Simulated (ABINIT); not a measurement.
The system is Ir.

```
Ir
1.0
     0.00000    1.91560    1.91560
     1.91560    0.00000    1.91560
     1.91560    1.91560    0.00000
Ir
1
Direct
  0.00000 0.00000 0.00000
```

Base run:

```yaml
Program: ABINIT 10.8.3 (patched build)
Functional: PBE
Potentials_or_basis: PseudoDojo NC SR PBE v0.4.1 standard
Cutoff: 816 eV
k_mesh: 9 × 9 × 9
Occupations: fermi-dirac, width 0.05 eV
Spin: no spin polarisation
```

Its results: pressure 9.4 GPa.

The run is repeated on the same cell with these changes: k mesh from 9 × 9 × 9 to 12 × 12 × 12, with 4 shifts; occupations from fermi-dirac, width 0.05 eV to fermi-dirac, width 0.1 eV. What comes out?

Pressure 10.2 GPa.

Not every run made on this cell is shown here.
